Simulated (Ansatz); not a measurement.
All numbers below come from DFT PBE, scalar-relativistic, plane waves, PAW in Ansatz 0.2.0. All cells share a 420 eV cutoff and Γ-centred k meshes spaced at most about 0.3 Å⁻¹ (about 0.25 or finer for metals, 2π included). No spin polarisation.

Each guess is relaxed in cell and atoms at zero pressure, on a coarse mesh first where it starts far from rest and then on a converged one. The steps can't lower the symmetry of the start, but it can rise. Energies are static (0 K, no zero-point motion).

Two unrelaxed guesses for La₅O:

A.

```
CELL_PARAMETERS angstrom
0.00000 4.29697 4.29697
4.29697 0.00000 4.29697
4.29697 4.29697 0.00000
ATOMIC_POSITIONS crystal
La 0.12500 0.62500 0.62500
La 0.62500 0.62500 0.62500
La 0.62500 0.12500 0.62500
La 0.62500 0.62500 0.12500
La 0.25000 0.25000 0.25000
O 0.00000 0.00000 0.00000
```

B.

```
CELL_PARAMETERS angstrom
6.31052 0.00000 0.00000
-3.15526 5.46507 0.00000
0.00000 0.00000 5.01467
ATOMIC_POSITIONS crystal
La 0.33333 0.66667 0.00000
La 0.66667 0.33333 0.00000
La 0.50000 0.00000 0.50000
La 0.50000 0.50000 0.50000
La 0.00000 0.50000 0.50000
O 0.00000 0.00000 0.00000
```

Task: Do they relax into the same structure? If not, which is lower?

Result: No. A ends lower, by 192 meV/atom. A: F-43m at 26.4 Å³/atom → F-43m at 32.8 Å³/atom; B: P6/mmm at 28.8 Å³/atom → P6/mmm at 34.2 Å³/atom. Counting La atoms around O (those within 1.25 times the shortest such distance or 1.15 times the sum of covalent radii, 1.27 where that leaves under three; a plus sign parts nearer from farther groups; the shortest distance is added where it exceeds 1.18 times the sum of covalent radii), the end of A has O 16 from 3.8 Å and the end of B has O 6+12 from 3.6 Å. End of A. Conventional cell: a = 9.237 Å. La on a site of symmetry 3m has 6 La at 3.20–3.33 Å, 3 La at 3.82 Å and 3 O at 3.84 Å; La on a site of symmetry -43m has 12 La at 3.82 Å and 4 O at 4.00 Å; around O lie 16 La at 3.84–4.00 Å (long against the sum of covalent radii). End of B. Conventional cell: a = 6.157 Å, c = 6.245 Å. La on a site of symmetry -6m2 has 9 La at 3.55–3.59 Å and 3 O at 3.55 Å; La on a site of symmetry mmm has 4 La at 3.08 Å and 4 La at 3.59 Å; O is surrounded by 6 La at 3.55 Å and 12 La at 4.38 Å.

Ends held by symmetry can be saddle points. Neither end is the lowest form computed: that has space group P-62m (No. 189) and lies 0.90 eV/atom below the better end. Even the lowest of the cells shown lies +0.50 eV/atom against the elements. A magnetic state wasn't ruled out in cells without spin, among them F-43m, P6/mmm. Some candidate types were left out of the draw beforehand, so a known form may be missing.
